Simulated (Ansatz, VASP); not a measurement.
One calculation of MgB2, two programs

```
CELL_PARAMETERS angstrom
3.06188 0.00000 0.00000
-1.53094 2.65167 0.00000
0.00000 0.00000 3.50447
ATOMIC_POSITIONS crystal
Mg 0.00000 0.00000 0.00000
B 0.33333 0.66667 0.50000
B 0.66667 0.33333 0.50000
```

Alike in both runs: functional PBEsol; k mesh 15 × 15 × 12; occupations gaussian, width 0.1 eV; no spin polarisation.

Ansatz relaxed the structure, and its values are those at the end. VASP's run is a single point on that final structure, the one shown.

|  | VASP | Ansatz |
| --- | --- | --- |
| version | VASP 6.6.1 | Ansatz 0.2.0 |
| potentials or method | VASP PAW PBE potentials, release 64 (Mg, B) | scalar-relativistic, plane waves, PAW |
| plane-wave cutoff (eV) | 520 | 420 |
| valence electrons in the cell | 8 | 16 |

|  | VASP | Ansatz | Ansatz less VASP |
| --- | --- | --- | --- |
| gap on the k mesh at the Fermi level (eV) | none | none | - |
| pressure (GPa) | 0.0 | 0.0 | 0.00 |

A gap of «none» marks a metal or a gap that the smearing closes. The two sets of potentials don't hold the same shells in valence.

Caveats: the PAW data sets were made with another functional, which shifts forces and pressure a little (VASP).
